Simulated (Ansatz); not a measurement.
# GaSb under changes of volume

One of the cells (24.084 Å³/atom); the others are scaled copies at fixed shape and fractional positions:

```
Sb Ga
1.0
    -1.55590    2.67500    2.89331
     1.55590   -2.67500    2.89331
     1.55590    2.67500   -2.89331
Sb Ga
1 1
Direct
  0.50000 0.50000 0.00000
  0.00000 0.00000 0.00000
```

Measurements of this composition are mostly on another form, of space group No. 216.

- Program: Ansatz 0.2.0
- Functional: LDA
- Potentials or basis: all-electron LAPW, scalar-relativistic
- Cutoff: 223 eV (chosen from the basis error)
- Basis error allowed: 0.001 eV/atom
- k mesh: 10 × 10 × 10
- Occupations: fermi-dirac, width 0.05 eV
- Spin: no spin polarisation

```csv
volume (Å³/atom),energy over the lowest point (meV/atom),pressure (GPa)
22.639,0.00,-1.3
23.121,5.73,-2.5
23.602,14.88,-3.5
24.084,?,?
24.566,41.86,-5.3
25.048,58.97,-6.0
25.529,78.08,-6.6
```

Question: What does the run at 24.084 Å³/atom give?

Answer: Energy over the lowest point 27.05 meV/atom; pressure -4.5 GPa.

Worked out: A Birch-Murnaghan fit of order 3 (a polynomial in V^(-2/3)) to the other rows has its minimum at 22.19 Å³/atom, just outside them, with B0 = V·E''(V) = 67 GPa and B' = 5.0 at fixed shape and positions, which overstates the stiffness. It gives 27.05 meV/atom at 24.084 Å³/atom, against the run's 27.05, and -dE/dV = -4.5 GPa, against -4.5.

Energies are extrapolated to zero smearing.
